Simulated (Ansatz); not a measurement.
## Mn: eigenvalues along the path

```
Mn
1.0
     2.28768    0.00000    0.00000
     0.00000    2.28768    0.00000
     0.00000    0.00000    2.28768
Mn
1
Cartesian
  0.0000 0.0000 0.0000
```

The structure comes from a relaxation in the same program, started in the sc type, and has space group Pm-3m. Whether it is a known phase or the ground state wasn't checked.

The magnetic state is the one reached from the start moments; no search over orders was made, so it needn't be the ground state.

Theory: DFT, PBE, all-electron LAPW, scalar-relativistic in Ansatz 0.2.0.

Numerical set-up: a Γ-centred 14×14×14 k mesh, Fermi–Dirac smearing of 0.05 eV, basis error target 1 meV/atom, spin-polarised from start moments Mn 4 μB, ending with a cell moment of 0.48 μB.

Path points, in fractions of the reciprocal vectors: Γ (0.000, 0.000, 0.000), X (0.000, 0.500, 0.000), M (0.500, 0.500, 0.000), R (0.500, 0.500, 0.500). Levels in eV from the Fermi level, spin up; bands 5 to 11, counted from the lowest band of the run. The gap is zero.

```
# k(1/Å) point b5 b6 b7 b8 b9 b10 b11
0.000 Γ -8.04 -3.75 -3.75 1.34 1.34 1.34 20.14
0.098 - -7.99 -3.74 -3.72 1.31 1.31 1.34 19.64
0.196 - -7.87 -3.72 -3.64 1.24 1.24 1.35 18.51
0.294 - -7.67 -3.68 -3.51 1.12 1.12 1.36 17.16
0.392 - -7.39 -3.63 -3.32 0.97 0.97 1.37 15.75
0.490 - -7.05 -3.56 -3.10 0.79 0.79 1.38 14.35
0.589 - -6.65 -3.49 -2.83 0.59 0.59 1.40 13.00
0.687 - -6.21 -3.41 -2.55 0.39 0.39 1.42 11.72
0.785 - -5.74 -3.33 -2.25 0.20 0.20 1.44 10.52
0.883 - -5.26 -3.25 -1.95 0.02 0.02 1.45 9.42
0.981 - -4.79 -3.18 -1.67 -0.14 -0.14 1.47 8.45
1.079 - -4.37 -3.12 -1.43 -0.27 -0.27 1.48 7.63
1.177 - -4.02 -3.08 -1.24 -0.36 -0.36 1.49 7.00
1.275 - -3.79 -3.05 -1.12 -0.42 -0.42 1.50 6.60
1.373 X -3.71 -3.04 -1.08 -0.44 -0.44 1.50 6.46
1.471 - -3.67 -3.02 -1.35 -0.44 -0.16 1.48 6.46
1.569 - -3.56 -2.93 -1.78 -0.42 0.31 1.41 6.46
1.668 - -3.41 -2.76 -2.23 -0.40 0.81 1.31 6.46
1.766 - -3.25 -2.66 -2.48 -0.37 1.18 1.34 6.46
1.864 - -3.11 -3.07 -2.07 -0.34 1.02 1.88 6.46
1.962 - -3.46 -2.99 -1.56 -0.30 0.85 2.43 6.45
2.060 - -3.81 -2.87 -0.97 -0.26 0.68 2.99 6.43
2.158 - -4.13 -2.75 -0.32 -0.21 0.51 3.55 6.40
2.256 - -4.41 -2.65 -0.17 0.35 0.36 4.10 6.36
2.354 - -4.64 -2.55 -0.14 0.21 1.03 4.64 6.29
2.452 - -4.83 -2.47 -0.11 0.09 1.67 5.14 6.19
2.550 - -4.97 -2.41 -0.08 0.01 2.21 5.56 6.09
2.648 - -5.05 -2.37 -0.07 -0.05 2.59 5.85 5.99
2.747 M -5.07 -2.36 -0.06 -0.06 2.73 5.95 5.95
2.885 - -5.02 -2.39 -0.06 -0.05 2.47 5.53 6.25
3.024 - -4.86 -2.46 -0.03 0.00 1.87 4.53 6.96
3.163 - -4.63 -2.58 0.02 0.08 1.15 3.31 7.86
3.301 - -4.39 -2.73 0.09 0.19 0.41 2.10 8.87
3.440 - -4.25 -2.85 -0.31 0.19 0.32 1.06 9.94
3.579 - -4.40 -2.87 -0.98 0.30 0.31 0.46 11.07
3.718 - -4.85 -2.88 -1.60 -0.05 0.45 0.62 12.24
3.856 - -5.47 -2.99 -2.15 -0.01 0.61 0.78 13.45
3.995 - -6.14 -3.17 -2.63 0.25 0.78 0.93 14.71
4.134 - -6.77 -3.36 -3.03 0.58 0.95 1.06 15.99
4.272 - -7.30 -3.52 -3.34 0.89 1.10 1.18 17.29
4.411 - -7.70 -3.65 -3.57 1.14 1.23 1.27 18.55
4.550 - -7.95 -3.73 -3.71 1.29 1.31 1.32 19.64
4.689 Γ -8.04 -3.75 -3.75 1.34 1.34 1.34 20.14
4.859 - -7.91 -3.70 -3.70 1.28 1.29 1.29 19.69
5.028 - -7.54 -3.54 -3.54 1.12 1.16 1.16 18.74
5.198 - -6.95 -3.27 -3.27 0.89 0.94 0.94 17.70
5.368 - -6.19 -2.91 -2.91 0.62 0.62 0.66 16.72
5.538 - -5.34 -2.46 -2.46 0.24 0.24 0.55 15.87
5.708 - -4.56 -1.98 -1.98 -0.17 -0.17 0.75 15.18
5.878 - -4.03 -1.61 -1.61 -0.44 -0.44 1.45 14.66
6.048 - -3.78 -1.75 -1.75 -0.17 -0.17 2.70 14.29
6.218 - -3.70 -2.17 -2.17 0.44 0.44 4.37 14.05
6.388 - -3.68 -2.63 -2.63 1.12 1.12 6.33 13.91
6.557 - -3.66 -3.03 -3.03 1.78 1.78 8.43 13.50
6.727 - -3.63 -3.33 -3.33 2.32 2.32 10.54 12.90
6.897 - -3.60 -3.52 -3.52 2.69 2.69 11.91 13.07
7.067 R -3.59 -3.59 -3.59 2.83 2.83 11.96 13.87
7.206 - -3.60 -3.55 -3.53 2.70 2.78 11.96 13.39
7.345 - -3.65 -3.45 -3.35 2.33 2.64 11.63 12.32
7.483 - -3.71 -3.28 -3.06 1.81 2.39 10.65 11.09
7.622 - -3.77 -3.06 -2.69 1.18 2.03 9.47 9.91
7.761 - -3.79 -2.78 -2.26 0.52 1.57 8.25 8.90
7.900 - -3.77 -2.46 -1.83 -0.14 1.02 7.06 8.08
8.038 - -3.69 -2.12 -1.51 -0.76 0.53 5.89 7.47
8.177 - -3.54 -1.77 -1.54 -1.33 0.34 4.78 7.04
8.316 - -3.30 -1.96 -1.84 -1.42 0.52 3.71 6.76
8.454 - -2.97 -2.50 -2.26 -1.10 0.83 2.69 6.59
8.593 - -3.00 -2.60 -2.56 -0.83 1.11 1.74 6.51
8.732 - -3.39 -2.84 -2.07 -0.62 0.85 1.32 6.47
8.871 - -3.63 -2.99 -1.51 -0.49 0.06 1.46 6.46
9.009 X -3.71 -3.04 -1.08 -0.44 -0.44 1.50 6.46
10.951 R -3.59 -3.59 -3.59 2.83 2.83 11.96 13.87
11.049 - -3.61 -3.56 -3.56 2.74 2.82 11.97 13.67
11.148 - -3.67 -3.47 -3.47 2.49 2.82 12.01 13.17
11.246 - -3.77 -3.32 -3.32 2.10 2.82 12.07 12.49
11.344 - -3.90 -3.11 -3.11 1.61 2.81 11.74 11.74
11.442 - -4.06 -2.85 -2.85 1.06 2.80 10.97 10.97
11.540 - -4.22 -2.55 -2.55 0.48 2.79 10.19 10.19
11.638 - -4.39 -2.20 -2.20 -0.09 2.78 9.43 9.43
11.736 - -4.55 -1.82 -1.82 -0.63 2.77 8.69 8.69
11.834 - -4.70 -1.43 -1.43 -1.13 2.76 7.99 7.99
11.932 - -4.83 -1.55 -1.03 -1.03 2.75 7.35 7.35
12.030 - -4.93 -1.90 -0.67 -0.67 2.74 6.79 6.79
12.128 - -5.01 -2.15 -0.35 -0.35 2.73 6.35 6.35
12.227 - -5.06 -2.31 -0.14 -0.14 2.73 6.05 6.05
12.325 M -5.07 -2.36 -0.06 -0.06 2.73 5.95 5.95
```
